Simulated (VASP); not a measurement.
A run of VASP 6.6.1 is set up as follows.

File INCAR:

```
PREC     = Accurate       # precision mode
ENCUT    = 600            # plane-wave cutoff, eV
EDIFF    = 1E-6           # SCF threshold, eV
ISMEAR   = 1              # smearing method
SIGMA    = 0.1            # smearing width, eV
LREAL    = F              # projectors in reciprocal space
LASPH    = T              # aspherical terms in the spheres
NELM     = 80             # most SCF steps
ALGO     = Normal         # electronic algorithm
ISIF     = 3              # what is computed and relaxed
LWAVE    = F              # write WAVECAR
LCHARG   = F              # write CHGCAR
GGA      = PS             # functional
IBRION   = 2              # ionic algorithm
NSW      = 90             # ionic steps
EDIFFG   = -0.01          # ionic threshold
```

Contents of KPOINTS:

```
regular mesh
0
Gamma
  16 16 16
```

POSCAR

```
Si2W
1.0
   -1.6069000000      1.6069000000      3.9149500000
    1.6069000000     -1.6069000000      3.9149500000
    1.6069000000      1.6069000000     -3.9149500000
Si W
2 1
Direct
    0.3347000000      0.3347000000      0.0000000000
    0.6653000000      0.6653000000      0.0000000000
    0.0000000000      0.0000000000      0.0000000000
```

Potentials or basis: VASP PAW PBE potentials, release 64 (Si, W_sv).

The run is started by

```console
$ cat potpaw_PBE.64/Si/POTCAR potpaw_PBE.64/W_sv/POTCAR > POTCAR
$ mpirun -np 1 vasp_std > vasp.out
```

Estimate the band gap on the k mesh.

none (metal or under the smearing width).

Predict the relaxed volume.

13.38 Å³/atom.

Predict the relaxed cell.

a = 4.519 Å, b = 4.519 Å, c = 4.519 Å, α = 138.48°, β = 138.48°, γ = 60.17°.

Predict the space group after relaxing (to 0.05 Å).

I4/mmm (No. 139).

Forces on the atoms (eV/Å):
```
Si   0.000  0.000 -0.009
Si   0.000  0.000  0.009
W    0.000  0.000  0.000
```

Caveat: the PAW data sets were made with another functional, which shifts forces and pressure a little. Spin-orbit coupling is left out, which matters for the levels of W.
